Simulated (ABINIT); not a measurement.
Sn:

```
CELL_PARAMETERS angstrom
-1.72654 1.77555 2.33834
1.72654 -1.77555 2.33834
1.72654 1.77555 -2.33834
ATOMIC_POSITIONS crystal
Sn 0.00000 0.00000 0.00000
```

This isn't the form of Sn at room conditions, which is tetragonal (white tin).

```yaml
Program: ABINIT 10.8.3 (patched build)
Task: relaxation of cell and atoms
Functional: PBE
Dispersion: D3
Potentials_or_basis: JTH PAW PBE v2.0
Cutoff: 599 eV
k_mesh: 9 × 9 × 9
Occupations: fermi-dirac, width 0.05 eV
Spin: no spin polarisation
```

At the start: pressure -2.0 GPa; volume 28.67 Å³/atom.

**Question.** How do energy, volume and symmetry change on relaxing?

**Answer.** Over 13 steps the energy falls by 17.2 meV/atom and the volume is 27.39 Å³/atom (-4.5 %); space group Fm-3m (No. 225, to 0.05 Å).

The path:
```csv
step,energy change (eV),largest force (eV/Å),pressure (GPa),volume (Å³)
1,0.0000,0.0000,-1.99,28.67
2,-0.0026,0.0000,-1.74,28.50
3,-0.0130,0.0000,0.85,26.96
4,-0.0137,0.0000,0.44,27.17
5,-0.0147,0.0000,0.11,27.34
6,-0.0164,0.0000,-0.26,27.53
7,-0.0170,0.0000,-0.17,27.49
8,-0.0170,0.0000,-0.02,27.41
9,-0.0171,0.0000,0.03,27.38
10,-0.0171,0.0000,0.08,27.36
11,-0.0171,0.0000,0.11,27.34
12,-0.0172,0.0000,0.07,27.36
13,-0.0172,0.0000,0.02,27.39
```

Final structure:
```
CELL_PARAMETERS angstrom
-1.69140 1.69151 2.39306
1.69140 -1.69151 2.39306
1.69140 1.69151 -2.39306
ATOMIC_POSITIONS crystal
Sn 0.00000 0.00000 0.00000
```

Caveat: pairwise dispersion overbinds metals, which lowers pressure and volume.
